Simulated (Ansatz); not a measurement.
# Si2Mo: the cost of one run

Program: Ansatz 0.2.0. Level of theory: DFT PBE, scalar-relativistic. These are calculated values, not measurements.

**1. The structure to begin with**

The structure is tetragonal, space group I4/mmm (No. 139). The conventional cell has a = 3.200 Å, b = 3.200 Å, c = 7.861 Å, α = 90.00°, β = 90.00°, γ = 90.00°. Si (site symmetry 4mm) is surrounded by 5 Si at 2.61 to 2.63 Å and 5 Mo at 2.62 Å. Mo (site symmetry 4/mmm) is surrounded by 10 Si at 2.62 Å.

Structure file:

```xyz
3
Lattice="-1.6000 1.6000 3.9305 1.6000 -1.6000 3.9305 1.6000 1.6000 -3.9305" Properties=species:S:1:pos:R:3 pbc="T T T"
Si    0.0000    0.0000    2.6177
Si    0.0000    0.0000    5.2433
Mo    0.0000    0.0000    0.0000
```

Atoms are numbered in the order of the input: Si1, Si2, Mo3.

**2. Volume × 0.96, LAPW**

File input.yaml:

```yaml
crystal:
  lattice:
    - [-1.5783757276, 1.5783757276, 3.8773786233]
    - [1.5783757276, -1.5783757276, 3.8773786233]
    - [1.5783757276, 1.5783757276, -3.8773786233]
  atoms:
    - { symbol: Si, position: [0.333, 0.333, 0.0] }
    - { symbol: Si, position: [0.667, 0.667, 0.0] }
    - { symbol: Mo, position: [0.0, 0.0, 0.0] }
kpoints:
  mp_grid: { grid: [12, 12, 16] }
  band_path:
    path:
      - [0.0, 0.0, 0.0]
      - [0.0, 0.0, 0.5]
      - [0.25, 0.25, 0.25]
      - [0.0, 0.5, 0.0]
      - [0.0, 0.0, 0.0]
      - [0.5, 0.5, -0.5]
      - [0.2914270847, 0.7085729153, -0.2914270847]
      - [-0.2914270847, 0.2914270847, 0.2914270847]
      - [0.0, 0.0, 0.0]
    npoints: 5
scf:
  occupations: { method: fermi_dirac, width: 0.03 }
hamiltonian:
  xc: pbe
  pseudopotentials: { kind: all_electron, lapw: { basis_error: 0.001 } }
output:
  forces: true
  stress: true
  eigenvalues: true
```

The run is started by

```bash
> ansatz run input.yaml --threads 1 --pin off --max-ram 6144MiB --backend cpu --events-out ev --progress --plain --runs-dir out
```

Q: Estimate wall time and peak memory on 1 thread of Intel Xeon Platinum 8488C (Sapphire Rapids), shared host.

About 2.2 min, with a peak of 1.8 GiB.
